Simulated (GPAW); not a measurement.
Slab: P, a slab with vacuum.

```
P
1.0
     3.28373    0.00000    0.00000
     0.00000   34.85703    0.00000
     0.00000    0.00000    4.63208
P
4
Direct
  0.50000 0.97026 0.90785
  0.50000 0.02974 0.09215
  0.00000 0.02974 0.40785
  0.00000 0.97026 0.59215
```

- Program: GPAW 26.7.0
- Task: single point
- Functional: PBEsol
- Potentials or basis: PAW data sets generated in the run's folder for this functional
- Cutoff: 600 eV
- Basis: pw
- k mesh: 8 × 1 × 6
- Occupations: fermi-dirac, width 0.05 eV
- Spin: no spin polarisation

On this cell: largest force 0.309 eV/Å; band gap on the k mesh 0.88 eV, direct.

The same run follows on a disturbed copy (atoms moved at random, drawn with an rms of 0.05 Å):

```
P
1.0
     3.28373    0.00000    0.00000
     0.00000   34.85703    0.00000
     0.00000    0.00000    4.63208
P
4
Direct
  0.50122 0.97114 0.91544
  0.49669 0.03059 0.08474
  0.00750 0.02879 0.41142
  0.98812 0.96994 0.59993
```

Task: What changes?

Result: The energy moves by +8.1 meV/atom; largest force 0.762 eV/Å; band gap on the k mesh 1.02 eV, indirect (least direct gap 1.03 eV).

Forces in eV/Å, atoms in the order of the input:
```
P   -0.437 -0.185  0.194
P    0.297  0.080  0.442
P   -0.397  0.400 -0.182
P    0.537 -0.294 -0.455
```

Stress tensor (GPa, compression positive):
```
-0.13 -0.06 -0.33
-0.06  0.29  0.17
-0.33  0.17 -0.17
```

A k mesh can miss the band edges.
